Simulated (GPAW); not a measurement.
Runs of GPAW 26.7.0 on GaSb. The structure is cubic, space group F-43m (No. 216). Conventional cell: a = 6.118 Å, b = 6.118 Å, c = 6.118 Å, α = 90.00°, β = 90.00°, γ = 90.00°. Sb (site symmetry -43m) is surrounded by 4 Ga at 2.65 Å. Around Ga (site symmetry -43m) lie 4 Sb at 2.65 Å. 

```tsv
task	level	potentials or basis	k mesh	cutoff (eV)	smearing	band path	band points	fermi k mesh	mesh quality	gap on the mesh (eV)	pressure (GPa)
band structure	LDA	the program's PAW data sets (release 1.2.1) made for this functional, pw	8 × 8 × 8	600	fermi-dirac 0.05 eV	GXWKGLUWLK,UX	80	-	not flagged	-	-1.8
electron localisation function	BP86	PAW data sets generated in the run's folder for this functional, pw	4 × 4 × 4	510	fermi-dirac 0.01 eV	-	-	-	coarse	none	3.0
band structure	revPBE	the program's PAW data sets (release 1.2.1) made for this functional, pw	8 × 8 × 8	600	fermi-dirac 0.05 eV	GXWKGLUWLK,UX	80	-	not flagged	(a)	3.5
Fermi surface	BP86	PAW data sets generated in the run's folder for this functional, pw	4 × 4 × 4	510	fermi-dirac 0.01 eV	-	-	6 × 6 × 6	coarse	none	3.0
electron localisation function	TASK	GPAW PAW data sets (gpaw-data 1.2.1), pw	4 × 4 × 4	510	fermi-dirac 0.01 eV	-	-	-	coarse	0.88	(b)
```

Alike in all rows: no spin polarisation; cell as given.

Q: Fill in the values left out.

A: (a) 0.16; (b) 3.3.

Caveats: some runs use coarse meshes; spin-orbit coupling is left out, which moves the levels of the heavy elements (some runs); the cutoff is short for stress and forces, so pressures can be off by a GPa or more (some runs); this crystal is a semiconductor, whose small gap the functional closes, so the metal is an error of the method (some runs); the PAW data sets were made with another functional, which shifts forces and pressure a little (some runs).

A k mesh can miss the band edges, and the runs leave out spin-orbit coupling on Ga, Sb.

A gap of «none» marks a metal or a gap under the smearing width.

Runs at the PBE level aren't shown here.
